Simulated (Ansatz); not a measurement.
# La2O3: the cost of one run

Program: Ansatz 0.2.0. Level of theory: DFT PBE, scalar-relativistic, plane waves, PAW. These are calculated values, not measurements.

1 further run of the same task is left out (it didn't finish).

## (1) The structure to begin with

Symmetry: P-3m1, No. 164, trigonal system. Conventional cell: a = 3.940 Å, b = 3.940 Å, c = 6.188 Å, α = 90.00°, β = 90.00°, γ = 120.00°. Around La (site symmetry 3m) lie 7 O at 2.37 to 2.74 Å. O (site symmetry 3m) has 4 La at 2.37 to 2.46 Å as nearest neighbours. O (site symmetry -3m) has 6 La at 2.74 Å as nearest neighbours.

As a file:

```
La O
1.0
     3.94041    0.00000    0.00000
    -1.97021    3.41250    0.00000
     0.00000    0.00000    6.18752
La O
2 3
Direct
  0.66667 0.33333 0.75263
  0.33333 0.66667 0.24737
  0.66667 0.33333 0.35470
  0.33333 0.66667 0.64530
  0.00000 0.00000 0.00000
```

The cell was relaxed beforehand at this level, from a generated guess; it needn't be the stable form of this composition. At a tolerance of 0.02 Å it has space group P-3m1 (No. 164); it has 16.64 Å³/atom, an uncorrected energy of -3.39 eV/atom over the elements.

## (2) Electronic structure at the relaxed geometry

File input.yaml:

```yaml
crystal:
  lattice:
    - [3.9404102638, 0.0, 0.0]
    - [-1.9702051319, 3.4124953898, 0.0]
    - [0.0, 0.0, 6.1875162698]
  atoms:
    - { symbol: La, position: [0.6666666667, 0.3333333333, 0.7526282407] }
    - { symbol: La, position: [0.3333333333, 0.6666666667, 0.2473717593] }
    - { symbol: O, position: [0.6666666667, 0.3333333333, 0.3546987147] }
    - { symbol: O, position: [0.3333333333, 0.6666666667, 0.6453012853] }
    - { symbol: O, position: [0.0, 0.0, 0.0] }
basis:
  ecutwfc: 420
kpoints:
  mp_grid: { grid: [6, 6, 4] }
  band_path:
    path:
      - [[0.0, 0.0, 0.0], [0.5, 0.0, 0.0], [0.33333333, 0.33333333, 0.0], [0.0, 0.0, 0.0], [0.0, 0.0, 0.5], [0.5, 0.0, 0.5], [0.33333333, 0.33333333, 0.5], [0.0, 0.0, 0.5]]
      - [[0.5, 0.0, 0.5], [0.5, 0.0, 0.0]]
      - [[0.33333333, 0.33333333, 0.5], [0.33333333, 0.33333333, 0.0]]
    npoints: 14
hamiltonian:
  xc: pbe
scf:
  occupations: { method: gaussian, width: 0.02 }
  n_extra_bands: 12
output:
  forces: true
  stress: true
  eigenvalues: true
  populations: true
  dos: { projected: true, de: 0.02, nscf_kmesh: { grid: [9, 9, 6] } }
  bader: true
  write_density: true
  write_potential: true
  elf: true
  volumetric_format: npy
```

Started as:

```sh
ansatz run input.yaml --threads 1 --pin off --max-ram 2560MiB --backend cpu --events-out ev --progress --plain --runs-dir out
```

What time and memory should one allow on 1 thread of Intel Xeon Platinum 8488C (Sapphire Rapids), shared host?

About 34 s, with a peak of 0.51 GiB.
